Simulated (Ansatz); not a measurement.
# O: which structure wins at one pressure

Aim: bring O in several structures (fcc, bcc, hcp, sc, beta tin, diamond) to one pressure and rank them by enthalpy. The pressure is set by scaling the first phase. Methods of the runs shown: LAPW. Companion runs by PAW are cited.

Computed with Ansatz 0.2.0 (DFT, PBE, all-electron LAPW, scalar-relativistic, unless a step's input says otherwise).

## 1. The starting structure

Symmetry: Fm-3m, No. 225, cubic system. The conventional cell has a = 3.035 Å, b = 3.035 Å, c = 3.035 Å, α = 90.00°, β = 90.00°, γ = 90.00°. Around O (site symmetry m-3m) lie 12 O at 2.15 Å.

Coordinates:

```xyz
1
Lattice="0.0000 1.5175 1.5175 1.5175 0.0000 1.5175 1.5175 1.5175 0.0000" Properties=species:S:1:pos:R:3 pbc="T T T"
O     0.0000    0.0000    0.0000
```

## 2. Fcc relaxed under pressure, LAPW

input.yaml reads:

```yaml
crystal:
  lattice:
    - [0.0, 1.5175294069, 1.5175294069]
    - [1.5175294069, 0.0, 1.5175294069]
    - [1.5175294069, 1.5175294069, 0.0]
  atoms:
    - { symbol: O, position: [0.0, 0.0, 0.0] }
kpoints:
  mp_grid: { grid: [19, 19, 19] }
scf:
  occupations: { method: fermi_dirac, width: 0.05 }
hamiltonian:
  xc: pbe
  pseudopotentials: { kind: all_electron, lapw: { basis_error: 0.0005 } }
output:
  forces: true
  stress: true
  eigenvalues: true
relax:
  f_tol: 0.005
  max_steps: 12
  cell: { p_target: 26.0, stress_tol: 0.03 }
```

Run with:

```
ansatz run input.yaml --threads 2 --pin off --max-ram 5120MiB --backend cpu --events-out ev --progress --plain --runs-dir out
```

After this run come: Bcc relaxed under pressure, LAPW; Hcp relaxed under pressure, LAPW; Sc relaxed under pressure, LAPW; Beta tin relaxed under pressure, LAPW; Diamond relaxed under pressure, LAPW.

**Question.** What will these runs give? Wanted: pressure; lowest (for each run or level that gives them).

The runs gave:

| quantity | value |
| --- | --- |
| pressure | 26 GPa |
| lowest (LAPW) | beta tin, 49.0 meV/atom under sc |
| lowest (PAW) | beta tin, 50.3 meV/atom under sc |

In words: By LAPW the order is beta tin < sc < hcp < diamond < bcc < fcc. By PAW the order is beta tin < sc < hcp < diamond < bcc < fcc. The methods agree on the lowest phase. Only these structures were tried, with electrons smeared by 0.05 eV and without vibrations, so the true ground state may be another. The k meshes differ between phases and weren't tested, which can move differences by some meV. The hcp start ended with c/a = 1.02, far from close packing. Solid oxygen carries moments on its molecules; these runs leave spin out.
